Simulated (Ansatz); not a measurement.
The system is GaAs.

```xyz
2
Lattice="0.0000 2.8268 2.8268 2.8268 0.0000 2.8268 2.8268 2.8268 0.0000" Properties=species:S:1:pos:R:3 pbc="T T T"
As    4.2403    4.2403    4.2403
Ga    0.0000    0.0000    0.0000
```

* Program: Ansatz 0.2.0
* Task: relaxation of cell and atoms
* Functional: BLYP
* Potentials or basis: all-electron LAPW, scalar-relativistic
* Basis error allowed: 0.001 eV/atom
* k mesh: 8 × 8 × 8
* Occupations: fermi-dirac, width 0.05 eV
* Spin: no spin polarisation

At the start: volume 22.59 Å³/atom.

Task: Where does the relaxation end?

Result: Over 5 steps the energy falls by 50.1 meV/atom and the volume is 25.17 Å³/atom (+11.4 %); space group F-43m (No. 216, to 0.05 Å).

Step by step:
| step | energy change (eV) | largest force (eV/Å) | volume (Å³) |
| --- | --- | --- | --- |
| 1 | 0.0000 | 0.0000 | 45.18 |
| 2 | -0.0937 | 0.0000 | 48.92 |
| 3 | -0.1001 | 0.0000 | 50.10 |
| 4 | -0.1003 | 0.0000 | 50.33 |
| 5 | -0.1003 | 0.0000 | 50.33 |

Final structure:
```
As Ga
1.0
     0.00000    2.93049    2.93049
     2.93049    0.00000    2.93049
     2.93049    2.93049    0.00000
As Ga
1 1
Direct
  0.75000 0.75000 0.75000
  0.00000 0.00000 0.00000
```

Caveat: the volume moved by +11 % from the deposited cell, more than functionals usually miss.
